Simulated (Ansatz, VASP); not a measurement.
# Pd in VASP and in Ansatz

```
CELL_PARAMETERS angstrom
0.00000 2.94782 2.94782
2.94782 0.00000 2.94782
2.94782 2.94782 0.00000
ATOMIC_POSITIONS crystal
Pd 0.12500 0.12500 0.12500
Pd 0.87500 0.87500 0.87500
```

Alike in both runs: functional RPBE; k mesh 10 × 10 × 10; occupations fermi-dirac, width 0.05 eV; collinear spin.

Ansatz relaxed the structure, and its values are those at the end. VASP's run is a single point on that final structure, the one shown.

|  | VASP | Ansatz |
| --- | --- | --- |
| version | VASP 6.6.1 | Ansatz 0.2.0 |
| potentials or method | VASP PAW PBE potentials, release 64 (Pd) | plane waves (420 eV) with PAW, scalar-relativistic |
| plane-wave cutoff (eV) | 520 | 420 |
| valence electrons in the cell | 20 | 36 |

VASP gave:

* pressure (GPa): -0.2
* net moment per atom (μB): 0.45
* size of the moment on the site where the two differ most (μB): 0.45

What did Ansatz give for the same quantities?

Pressure (GPa): 0.0; net moment per atom (μB): 0.45; size of the moment on the site where the two differ most (μB): 0.45.

Site moments also hang on the region over which each program counts them. With one functional, cell and mesh, what is left measures potentials, basis and numerics. The two sets of potentials don't hold the same shells in valence.

Caveats: the PAW data sets were made with another functional, which shifts forces and pressure a little (VASP).
